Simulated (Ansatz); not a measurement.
## ZrS2: largest V_zz and pressure against volume scale

Periodic Kohn-Sham DFT of a crystal at fixed atoms, scaled to volume_scale times the given cell; pressure positive in compression, energy less spherical unpolarised free atoms, largest_vzz the field gradient of largest size among the nuclei. The results are calculated, by Ansatz 0.2.0.

The cell before it is scaled or strained (space group P-3m1, No. 164):
```
CELL_PARAMETERS angstrom
3.63000 0.00000 0.00000
-1.81500 3.14370 0.00000
0.00000 0.00000 5.85000
ATOMIC_POSITIONS crystal
Zr 0.00000 0.00000 0.00000
S 0.33333 0.66667 0.24920
S 0.66667 0.33333 0.75080
```

Settings of every row: method all-electron PAW; functional PBE; relativity scalar; k mesh 10x10x5; filling fermi-dirac; smearing width 0.01 eV; nucleus gaussian.

Atom start moment: 0 on all atoms.

Limits: a layered crystal: even scaling strains the bonds within the layers, so this curve is stiffer than the crystal under pressure.

```
row  volume scale  V (Å³/atom)  largest V_zz (1e21 V/m^2)  pressure (GPa)
  1          0.94       20.918                     -1.715          10.251
  2          0.96       21.363                     -1.576           7.602
  3          0.98       21.808                     -1.445           5.202
  4          0.99        22.03                     -1.382           4.088
  5          1.01       22.475                     -1.261           2.019
  6          1.02       22.698                          ?               ?
  7          1.04       23.143                      -1.09          -0.727
  8          1.06       23.588                     -0.984          -2.346
```

Question: what largest V_zz and pressure should row 6 give?

Worked fit of largest V_zz. Take t = volume scale − 1. The shown rows have t = -0.06, -0.04, -0.02, -0.01, 0.01, 0.04, 0.06. Least squares give largest V_zz = −1.3204 + 6.085 × t − 8.05 × t² 1e21 V/m^2; a straight line predicts inner rows, each left out in turn, worse (root mean square 0.01 against 0.00064 1e21 V/m^2). The rows lie off it by -0.001, 0.001, 0.000, 0.000, -0.001, 0.000, 0.000. The withheld row has t = 0.02, so the fit gives −1.3204 + 6.085 × (0.02) − 8.05 × (0.02)² = -1.202 1e21 V/m^2.

The calculation gave -1.202 1e21 V/m^2. The fit meets it to the printed digit.

Worked fit of pressure. Take u = (V_r/V)^(2/3) − 1 with V_r = 22.03 Å³ an atom, which is twice the finite (Eulerian) strain; such expansions in the strain, on which the Birch-Murnaghan equation of state is built, carry the rest volume and the bulk modulus. The shown rows have u = 0.03513, 0.02071, 0.00678, 0, -0.01324, -0.03232, -0.04453. Least squares give pressure = 4.0889 + 161.418 × u + 390.32 × u² + 232 × u³ GPa; a parabola predicts inner rows, each left out in turn, worse (root mean square 0.0041 against 0.0016 GPa). The rows lie off it by 0.000, 0.001, 0.001, -0.001, -0.001, 0.001, 0.000. The pressure vanishes at u = -0.0271, or V = 22.96 Å³ an atom, and there the bulk modulus at fixed shape and fractions is B = −V dP/dV = (2/3)(1 + u) dP/du = 91.3 GPa. Letting shape and atoms relax would as a rule lower it, by much in layered, chain or molecular crystals. The withheld row has u = -0.01972, so the fit gives 4.0889 + 161.418 × (-0.01972) + 390.32 × (-0.01972)² + 232 × (-0.01972)³ = 1.056 GPa.

The calculation gave 1.058 GPa. The fit lies 0.002 GPa (0.016 % of the column's range) below it; its largest miss of a shown row is 0.001 GPa.
